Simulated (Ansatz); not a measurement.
BaTiO3:

```xyz
10
Lattice="2.8277 -4.8977 0.0000 5.6553 0.0000 0.0000 2.8277 -1.6326 4.6355" Properties=species:S:1:pos:R:3 pbc="T T T"
Ba   10.8219   -6.0849    4.5142
Ba    6.3212   -3.3977    1.6175
Ti    8.6164   -5.4670    3.6268
Ti    2.7140   -1.6689    1.6036
O     5.6050   -2.0669    4.3690
O     2.8624   -3.1692    1.6723
O     4.0835   -3.1010    0.0907
O     4.2978   -5.1345    2.6004
O     7.1689   -2.5577    0.2453
O     6.8900   -4.9010    2.5414
```

* Program: Ansatz 0.2.0
* Task: relaxation of cell and atoms
* Functional: r2SCAN
* Dispersion: D3(BJ)
* Potentials or basis: Ansatz PAW
* Cutoff: 500 eV (not typed: the program's choice for these potentials)
* k mesh: 6 × 6 × 6
* Occupations: fermi-dirac, width 0.05 eV
* Spin: no spin polarisation

At the start: volume 12.84 Å³/atom.

Problem. Where does the relaxation end?

Solution. It ends after 10 steps and the volume is 12.85 Å³/atom (+0.1 %); space group R3m (No. 160, to 0.05 Å).

The path:
| step | energy change (eV) | largest force (eV/Å) | volume (Å³) |
| --- | --- | --- | --- |
| 1 | 0.0000 | 21.0520 | 128.39 |
| 2 | -11.3522 | 11.5677 | 134.94 |
| 3 | -18.7097 | 6.3281 | 138.96 |
| 4 | -22.6483 | 3.3778 | 138.77 |
| 5 | -24.9068 | 1.6244 | 134.33 |
| 6 | -25.9631 | 0.5646 | 128.55 |
| 7 | -26.0965 | 0.1476 | 128.10 |
| 8 | -26.1115 | 0.0157 | 128.63 |
| 9 | -26.1119 | 0.0063 | 128.53 |
| 10 | -26.1120 | 0.0064 | 128.53 |

Final structure:
```xyz
10
Lattice="2.8275 -4.8991 0.0011 5.6722 0.0099 -0.0051 2.8290 -1.6332 4.6192" Properties=species:S:1:pos:R:3 pbc="T T T"
Ba   11.2939   -6.5429    4.5996
Ba    5.6296   -3.2817    2.2920
Ti    8.3914   -4.9536    3.4743
Ti    2.7270   -1.6924    1.1667
O     5.6964   -1.5830    4.5553
O     2.8594   -3.2208    2.2489
O     4.3040   -2.4393   -0.0628
O     4.2962   -5.7103    2.2499
O     7.1406   -2.4079   -0.0273
O     7.1328   -5.6790    2.2854
```

Caveat: the plane-wave basis is chosen anew once the cell has moved, so the energies of steps on either side of that aren't comparable; the PAW data sets come from PBE, with cores solved anew for the run's functional, which leaves a small shift of forces and pressure; the dispersion damping was fitted for another functional or another form of the correction.
